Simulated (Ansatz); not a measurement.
TiO2:

```
Ti O
1.0
     2.96826    0.00000    0.00000
     0.00021    4.70761    0.00000
     1.48357    0.24235    7.08346
Ti O
3 6
Direct
  0.00337 0.00039 0.00070
  0.34464 0.48026 0.31696
  0.66171 0.52047 0.68450
  0.44004 0.18544 0.12854
  0.77793 0.29773 0.45188
  0.10124 0.30895 0.80624
  0.90650 0.69184 0.19517
  0.22941 0.70301 0.54951
  0.56803 0.81530 0.87283
```

The cell comes from a database or a generator and needn't be the stable form of this composition.

- Program: Ansatz 0.2.0
- Task: relaxation of cell and atoms
- Functional: PBEsol
- Dispersion: D4
- Potentials or basis: Ansatz PAW
- Cutoff: 420 eV (not typed: the program's choice for these potentials)
- k mesh: 9 × 6 × 4
- Occupations: fermi-dirac, width 0.05 eV
- Spin: no spin polarisation

At the start: volume 11.00 Å³/atom.

**Question.** Where does the relaxation end?

**Answer.** It ends after 9 steps and the volume is 10.75 Å³/atom (-2.2 %); space group C2/m (No. 12, to 0.05 Å).

The path:
| step | energy change (eV) | largest force (eV/Å) | volume (Å³) |
| --- | --- | --- | --- |
| 1 | 0.0000 | 0.2332 | 98.98 |
| 2 | -0.0385 | 0.1605 | 97.27 |
| 3 | -0.0436 | 0.0413 | 96.80 |
| 4 | -0.0436 | 0.0292 | 96.83 |
| 5 | -0.0439 | 0.0229 | 96.85 |
| 6 | -0.0440 | 0.0046 | 96.85 |
| 7 | -0.0350 | 0.0044 | 96.85 |
| 8 | -0.0356 | 0.0016 | 96.76 |
| 9 | -0.0351 | 0.0016 | 96.76 |

Final structure:
```xyz
9
Lattice="2.9421 -0.0001 0.0001 0.0001 4.6669 -0.0234 1.4708 0.2049 7.0458" Properties=species:S:1:pos:R:3 pbc="T T T"
Ti    0.0115    0.0019    0.0049
Ti    1.4830    2.3324    2.2280
Ti    2.9538    2.5432    4.8044
O     1.4828    0.9116    0.8910
O     2.9538    1.4789    3.1619
O     1.4827    1.5796    5.6538
O     2.9539    3.2959    1.3786
O     1.4828    3.3967    3.8705
O     2.9537    3.9640    6.1414
```

Caveat: the plane-wave basis is chosen anew once the cell has moved, so the energies of steps on either side of that aren't comparable; the pressure holds a Pulay correction of +0.8 GPa for the finite cutoff; the PAW data sets come from PBE, with cores solved anew for the run's functional, which leaves a small shift of forces and pressure.
